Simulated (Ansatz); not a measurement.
E(q) of Eu (Cmcm)

The geometry is a structure from the Materials Project, held fixed and not relaxed.

Settings: PBE, 12×12×5 k mesh, Fermi–Dirac smearing of 0.08 eV. PAW means Ansatz 0.2.0 on its default frozen-core files. Site moments are integrated in spheres about the atoms.

The reference run was typed so:

```yaml
crystal:
  lattice:
    - [1.99706651, -3.47970938, 0.0]
    - [1.99706651, 3.47970938, 0.0]
    - [0.0, 0.0, 6.34072505]
  atoms:
    - { symbol: Eu, position: [0.83686714, 0.16313286, 0.75], spin: 7.2, spin_axis: [1.0, 0.0, 0.0] }
    - { symbol: Eu, position: [0.16313286, 0.83686714, 0.25], spin: 7.2, spin_axis: [1.0, 0.0, 0.0] }
magnetization:
  noncollinear: true
  spin_spiral: { q: [0.0, 0.0, 0.0] }
kpoints:
  mp_grid: { grid: [12, 12, 5] }
scf:
  occupations: { method: fermi_dirac, width: 0.08 }
hamiltonian:
  xc: pbe
  pseudopotentials: { kind: paw }
output:
  eigenvalues: false
```

Command: `ansatz run input.yaml --threads 2 --pin off --max-ram 5120MiB --backend cpu --events-out ev --progress --plain --runs-dir out`

The input for «spiral at 0.5 of the way from Γ to S» by PAW differs from it in these lines, output keys apart:

```diff
-  spin_spiral: { q: [0.0, 0.0, 0.0] }
+  spin_spiral: { q: [0.0, 0.25, 0.0] }
-  mp_grid: { grid: [12, 12, 5] }
+  mp_grid: { grid: [12, 12, 5], shift: [0.0, 0.5, 0.0] }
```

Flat spirals without spin–orbit coupling: moments start in the xy plane and turn about z by q·R from cell to cell, and their directions inside a cell are free. q runs from Γ to S = (0.000, 0.500, 0.000) in reciprocal cell vectors. Energies count from each method's run at q = 0. Each q is a vector of the k mesh, and the mesh is shifted by q/2 where needed, so that both spin components are sampled on the same points as at q = 0. In Ansatz a GGA is taken by the program's default for non-collinear spins.

**Question.** Where along the line is the energy lowest?

**Answer.** The lowest point lies at 0.333 of the way, 13.8 meV/cell under q = 0, so a modulated state wins along this line.
| fraction of Γ–S | |q| (1/Å) | ΔF PAW (meV/cell) | largest moment, PAW (μB) |
| --- | --- | --- | --- |
| 0.000 | 0.000 | 0.0 | 7.19 |
| 0.167 | 0.151 | -5.0 | 7.19 |
| 0.333 | 0.302 | -13.8 | 7.19 |
| 0.500 | 0.453 | -9.0 | 7.17 |
| 0.667 | 0.605 | +16.9 | 7.13 |
| 0.833 | 0.756 | +53.9 | 7.07 |

Without U a semilocal functional puts the f levels too near the Fermi level, which can change moments and the order of magnetic states; site and cell moments are spin moments. Spin–orbit coupling is left out although heavy atoms are present. With open f shells a run can end in a state that isn't the lowest. These are results for the start and cell typed. The real compound can order otherwise, in a larger cell, or not at all, since semilocal functionals without spin fluctuations often overstate magnetism; near a collapse of the moment, mesh and smearing move it by tens of per cent. Left out because it didn't converge or finish: PAW, spiral at 1 of the way from Γ to S.
